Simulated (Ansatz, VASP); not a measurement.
# Two plane-wave programs on Pd

Contents of INCAR:

```
SYSTEM = Pd
PREC     = Accurate       ! precision mode
ENCUT    = 520            ! plane-wave cutoff, eV
EDIFF    = 1E-6           ! SCF threshold, eV
ISMEAR   = 0              ! smearing method
SIGMA    = 0.1            ! smearing width, eV
LREAL    = .False.        ! projectors in reciprocal space
LASPH    = .True.         ! aspherical terms in the spheres
NELM     = 80             ! most SCF steps
ALGO     = Normal         ! electronic algorithm
ISIF     = 2              ! what is computed and relaxed
LWAVE    = .False.        ! write WAVECAR
LCHARG   = .False.        ! write CHGCAR
GGA      = PE             ! functional
NBANDS   = 11             ! bands
```

The input KPOINTS:

```
Automatic mesh
0
Gamma
  15 15 15
  0 0 0
```

The input POSCAR:

```
Pd
1.0
   -1.6292604634      1.6292604634      1.5978148434
    1.6607060834     -1.6607060834      1.6607060834
    1.5978148434      1.6292604634     -1.6292604634
Pd
1
Direct
    0.0000000000      0.0000000000      0.0000000000
```

Input for Ansatz:

```yaml
crystal:
  lattice:
    - [-1.6292604634, 1.6292604634, 1.5978148434]
    - [1.6607060834, -1.6607060834, 1.6607060834]
    - [1.5978148434, 1.6292604634, -1.6292604634]
  atoms:
    - { symbol: Pd, position: [0.0, 0.0, 0.0] }
basis:
  ecutwfc: 420
kpoints:
  mp_grid: { grid: [15, 15, 15] }
hamiltonian:
  xc: pbe
scf:
  occupations: { method: gaussian, width: 0.1 }
output:
  forces: true
  stress: true
  eigenvalues: true
```

Alike in both runs: task single point; functional PBE; k mesh 15 × 15 × 15; occupations gaussian, width 0.1 eV; no spin polarisation.

```csv
,VASP,Ansatz
version,VASP 6.6.1,Ansatz 0.2.0
potentials or method,"VASP PAW PBE potentials, release 64 (Pd)","scalar-relativistic, plane waves, PAW"
plane-wave cutoff (eV),520,420
valence electrons in the cell,10,18
```

VASP gave:

| Quantity | Value |
| --- | --- |
| gap on the k mesh at the Fermi level (eV) | none |
| pressure (GPa) | -13.7 |
| largest component of the traceless stress (GPa) | 0.91 |

Which values does Ansatz return?

gap on the k mesh at the Fermi level (eV): none; pressure (GPa): -13.5; largest component of the traceless stress (GPa): 0.92.

A gap of «none» marks a metal or a gap that the smearing closes. The two sets of potentials don't hold the same shells in valence.
